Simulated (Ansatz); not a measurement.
Runs of Ansatz 0.2.0 on ZnO. Symmetry: Cmmm, No. 65, orthorhombic system. The conventional cell has a = 2.866 Å, b = 7.054 Å, c = 2.838 Å, α = 90.00°, β = 90.00°, γ = 90.00°. Around Zn (site symmetry mmm) lie 4 O at 2.02 Å. Around O (site symmetry mmm) lie 4 Zn at 2.02 Å. The cell was built by a generator and needn't be a form met in nature.

```csv
level,cutoff (eV),gap on the mesh (eV),pressure (GPa),relaxed volume (Å³/atom)
PBE,420,none,0.0,14.35
LDA,420,none,0.0,11.22
PBEsol,420,none,0.0,(a)
r2SCAN,500,(b),0.0,12.12
```

Alike in all rows: task relaxation of cell and atoms; potentials or basis Ansatz PAW; no spin polarisation; cell relaxed; k mesh 10 × 10 × 9; smearing fermi-dirac 0.05 eV.

Estimate the missing entries.

(a) 12.04; (b) 0.20.

Caveats: the plane-wave basis is chosen anew once the cell has moved, so the energies of steps on either side of that aren't comparable; the volume moved by over 15 % at a fixed basis, so the end points are rough (some runs); the PAW data sets come from PBE, with cores solved anew for the run's functional, which leaves a small shift of forces and pressure (some runs); odd divisions of the mesh miss points on the zone boundary, where band edges often lie, so the gap on the mesh can be too wide (some runs).

A k mesh can miss the band edges.

A gap of «none» marks a metal or a gap under the smearing width.
